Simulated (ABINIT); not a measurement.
# KBr (Fm-3m): G0W0 with and without spin-orbit coupling, part 2 of 2

Aim: spinor G0W0 for KBr (Fm-3m) beside the scalar-relativistic result.

ABINIT 10.8.3; PBE and many-body steps on it, plane waves. Known limits of the many-body steps: not at the basis limit; screening head approximate; no spin-orbit coupling in some runs.

So far. Step 4 (Scalar-relativistic): The gap on the mesh goes from 4.44 eV to 6.87 eV, a correction of +2.44 eV. Step 5 (Empty states on the mesh, 4×4×4 mesh, 322 bands): On this mesh the gap is 4.274 eV.

### Step 6. Screening, 4×4×4 mesh, 294 bands, screening to 149.7 eV

This step: RPA screening on PBE with spin-orbit coupling, plane waves, norm-conserving pseudopotentials.

run.abi

```
acell 3*1.0 Angstrom
rprim 
  0.000000000000 3.300000000000 3.300000000000
  3.300000000000 0.000000000000 3.300000000000
  3.300000000000 3.300000000000 0.000000000000
ntypat 2
znucl 19 35
natom 2
typat 1 2
xred 
  0.000000000000 0.000000000000 0.000000000000
  0.500000000000 0.500000000000 0.500000000000
pp_dirpath "pseudos"
pseudos "K.upf, Br.upf"
ecut 33
nspinor 2
ngkpt 4 4 4
nshiftk 1
shiftk 0 0 0
kptopt 1
chksymbreak 0
istwfk *1
occopt 1
irdwfk 1
optdriver 3
nband 294
ecuteps 5.5
inclvkb 0
awtr 1
symchi 1
indata_prefix "in"
outdata_prefix "out"
tmpdata_prefix "tmp"
```

Started as:

```bash
$ OMP_NUM_THREADS=1 mpirun -n 4 abinit run.abi > log
```

Numbers of over 12 decimals in the logs are rounded to 6 here.

Log:

```text
.Version 10.8.3 of ABINIT. v10.8.2 released Aug 2026.

 Symmetries : space group Fm -3 m (#225); Bravais cF (face-center cubic)
[... echo of the input left out ...]
== DATASET  1 ==================================================================
-   mpi_nproc: 4, omp_nthreads: 1 (-1 if OMP is not activated)

--- !DatasetInfo
iteration_state: {dtset: 1, }
dimensions: {natom: 2, nkpt: 8, mband: 294, nsppol: 1, nspinor: 2, nspden: 1, mpw: 4477, }
cutoff_energies: {ecut:  33.0, pawecutdg:  -1.0, }
electrons: {nelect:   1.60000000E+01, charge:   0.00000000E+00, occopt:   1.00000000E+00, tsmear:   1.00000000E-02, }

 SCREENING: Calculation of the susceptibility and dielectric matrices

 Based on a program developped by R.W. Godby, V. Olevano, G. Onida, and L. Reining.
 Incorporated in ABINIT by V. Olevano, G.-M. Rignanese, and M. Torrent.
.Using double precision arithmetic ; gwpc =  8

[... cell and pseudopotentials left out ...]
--------------------------------------------------------------------------------

 ==== K-mesh for the wavefunctions ====
 Number of points in the irreducible wedge :     8
[... list of points left out ...]
 Together with 48 symmetry operations and time-reversal symmetry
 yields    64 points in the full Brillouin Zone.

 ==== Q-mesh for the screening function ====
 Number of points in the irreducible wedge :     8
[... list of points left out ...]
 Together with 48 symmetry operations and time-reversal symmetry
 yields    64 points in the full Brillouin Zone.

 setmesh: FFT mesh size selected  =    36x   36x   36
          total number of points  =        46656

 vcoul_init : cutoff-mode = AUXILIARY_FUNCTION
 q-points for optical limit:   1
     1)      0.000010    0.000020    0.000030

- screening: taking advantage of time-reversal symmetry
- Maximum band index for partially occupied states nbvw = 16
- Remaining bands to be divided among processors   nbcw = 278
- Number of bands treated by each node ~69

 Number of electrons calculated from density =   16.0000; Expected =   16.0000
 average of density, n =  0.032988
 r_s =    1.9343
 omega_plasma =   17.5199 [eV]

 calculating chi0 at frequencies [eV] :
  1    0.000000E+00    0.000000E+00
  2    0.000000E+00    1.751989E+01

--------------------------------------------------------------------------------
  q-point number  1        q = ( 0.000000, 0.000000, 0.000000) [r.l.u.]
--------------------------------------------------------------------------------
[... chi0 elements left out ...]
 For q-point:  0.000010 0.000020 0.000030
  dielectric constant =   2.4060
  dielectric constant without local fields =   2.9167

  Average fulfillment of the sum rule on Im[epsilon] for q-point    1 :     80.17  [%]
[... wings left out ...]
  q-point number  2        q = ( 0.250000, 0.000000, 0.000000) [r.l.u.]
--------------------------------------------------------------------------------
[... chi0 elements left out ...]
  Average fulfillment of the sum rule on Im[epsilon] for q-point    2 :     86.25  [%]

 [... 6 further q-points ...]
```

Wall time 7.5 min (4 MPI ranks of Arm Neoverse V1, shared host); peak memory 4.7 GiB.

This step gave:

```
ε∞ with local fields, on this mesh, along the program's q direction : 2.406
the same without local fields                                       : 2.917
plasma frequency                                                    : 17.52 eV
plane waves in the screening matrix                                 : 307
```

### Step 7. With spin-orbit coupling

This step: G0W0 on PBE with spin-orbit coupling, plane waves, norm-conserving pseudopotentials.

Changes to run.abi since step 6:

```diff
@@ -24,8 +24,15 @@
 irdwfk 1
-optdriver 3
+optdriver 4
 nband 294
+gwcalctyp 0
+ecutsigx 33
+symsigma 0
+nkptgw 1
+kptgw 
+  0.0000000000 0.0000000000 0.0000000000
+bdgw 
+  13 22
 ecuteps 5.5
-inclvkb 0
-awtr 1
-symchi 1
+irdscr 1
+ppmodel 1
 indata_prefix "in"
```

Log:

```text
.Version 10.8.3 of ABINIT. v10.8.2 released Aug 2026.

 Symmetries : space group Fm -3 m (#225); Bravais cF (face-center cubic)
[... echo of the input left out ...]
== DATASET  1 ==================================================================
-   mpi_nproc: 4, omp_nthreads: 1 (-1 if OMP is not activated)

--- !DatasetInfo
iteration_state: {dtset: 1, }
dimensions: {natom: 2, nkpt: 8, mband: 294, nsppol: 1, nspinor: 2, nspden: 1, mpw: 4477, }
cutoff_energies: {ecut:  33.0, pawecutdg:  -1.0, }
electrons: {nelect:   1.60000000E+01, charge:   0.00000000E+00, occopt:   1.00000000E+00, tsmear:   1.00000000E-02, }

 SIGMA: Calculation of the GW corrections

 Based on a program developped by R.W. Godby, V. Olevano, G. Onida, and L. Reining.
 Incorporated in ABINIT by V. Olevano, G.-M. Rignanese, and M. Torrent.
.Using double precision arithmetic ; gwpc =  8

[... cell and pseudopotentials left out ...]
--------------------------------------------------------------------------------

 ==== K-mesh for the wavefunctions ====
 Number of points in the irreducible wedge :     8
[... list of points left out ...]
 Together with 48 symmetry operations and time-reversal symmetry
 yields    64 points in the full Brillouin Zone.

 ==== Q-mesh for screening function ====
 Number of points in the irreducible wedge :     8
[... list of points left out ...]
 Together with 48 symmetry operations and time-reversal symmetry
 yields    64 points in the full Brillouin Zone.

 vcoul_init : cutoff-mode = AUXILIARY_FUNCTION
 q-points for optical limit:   1
     1)      0.000010    0.000020    0.000030
 setmesh: FFT mesh size selected  =    45x   45x   45
          total number of points  =        91125

 Number of electrons calculated from density =   16.0000; Expected =   16.0000
[...]
number of symmetry operations                      48
 number of k-points in BZ                           64
 number of q-points in BZ                           64
 number of frequencies for dSigma/dE                 9
 frequency step for dSigma/dE [eV]                0.25
 number of omega for Sigma on real axis              0
 max omega for Sigma on real axis  [eV]           0.00
 zcut for avoiding poles [eV]                     0.10

 EPSILON^-1 parameters (SCR file):
 dimension of the eps^-1 matrix on file            307
 dimension of the eps^-1 matrix used               307
 number of plane-waves for wavefunctions          4477
 number of bands                                   294
 number of q-points in IBZ                           8
 number of frequencies                               2
 number of real frequencies                          1
 number of imag frequencies                          1

 matrix elements of self-energy operator (all in [eV])

 Perturbative Calculation

--- !SelfEnergy_ee
iteration_state: {dtset: 1, }
kpoint     : [   0.000,    0.000,    0.000, ]
spin       : 1
KS_gap     :    4.275
QP_gap     :    6.713
Delta_QP_KS:    2.438
data: !SigmaeeData |
     Band     E0 <VxcDFT>   SigX SigC(E0)      Z dSigC/dE  Sig(E)    E-E0       E
       13   0.153 -12.708 -16.470   1.566   0.817  -0.224 -14.501  -1.793  -1.640
       14   0.153 -12.708 -16.476   1.568   0.817  -0.224 -14.505  -1.797  -1.644
       15   0.153 -12.708 -16.479   1.569   0.817  -0.224 -14.508  -1.799  -1.646
[...]
21   7.596  -8.412  -3.760  -3.009   0.860  -0.162  -6.998   1.414   9.010
       22   7.596  -8.412  -3.760  -3.009   0.860  -0.162  -6.998   1.414   9.010

== END DATASET(S) ==============================================================
================================================================================

 -outvars: echo values of variables after computation  --------
           etotal      0.0000000000E+00
            nband         294
             nkpt           8
          spgroup         225
 [... the other variables as echoed above ...]

 Calculation completed.
```

It took 8.3 min on 4 MPI ranks; peak memory 4.3 GiB.

This step gave:

- G0W0 gap on the points computed: 6.713 eV
- starting gap on the mesh: 4.274 eV
- k of the valence top: 0, 0, 0
- k of the conduction bottom: 0, 0, 0
- Z at the valence top: 0.817
- Z at the conduction bottom: 0.866
- least direct G0W0 gap on the computed points: 6.713 eV

Against G0W0 in ABINIT (4×4×4 mesh, 147 bands, screening to 149.7 eV, Godby-Needs plasmon pole), the gap moves by −0.160 eV.

### Step 8. The runs together

Times are wall times on 4 MPI ranks of Arm Neoverse V1, shared host, good to a factor of about two. A run's time includes the screening step that it read.

```csv
run,mesh,bands,screening cutoff (eV),DFT gap (eV),gap on the mesh (eV),direct (eV),ε∞ used,time
scalar-relativistic,4×4×4,147,149.7,4.436,6.873,6.873,2.40,61 s
with spin-orbit coupling,4×4×4,294,149.7,4.274,6.713,6.713,2.41,16 min
```

### Step 9. Outcome

| Property | Result |
| --- | --- |
| scalar-relativistic | 6.873 eV |
| with spin-orbit coupling | 6.713 eV |
| known limits | not at the basis limit; screening head approximate; no spin-orbit coupling in some runs |

What this shows: With spin-orbit coupling: −0.160 eV against scalar-relativistic, −0.162 eV of it in the start. Bands and cutoff are finite, so the gap is not at the basis limit. The miss can reach some tenths of an eV and take either sign; the mesh is an error of its own. In the G0W0 runs levels were corrected at 1 k point alone, so a gap called «on the mesh» is the least over those, and an edge elsewhere would be missed. The long-wavelength limit of the screening leaves out the non-local commutator, which shifts ε∞.

[Paths, hosts, dates, memory and timing lines, banners, echoed tables and standing remarks are left out of the program output.]

[Logs are printed without paths, hosts, clocks, repeated set-up lines and the standing remarks that a program may print on its own settings, such as how far it seeks lower states.]

[Runs of the session that timed out or met a known fault of the program may be left out.]

[Hosts, paths, dates, database ids (printed as entryN), source tags and the programs' standing remarks are cut or masked in the printed files.]

[G0W0 gaps are taken among the corrected bands and points alone; a level outside them can change the order at an edge.]

[Where Ansatz stands beside ABINIT at settings called matched, ABINIT's density can come from a denser mesh and the files from another edition; pairs whose starting gaps differed by over 0.03 eV were left out, so agreement reads better than it is.]
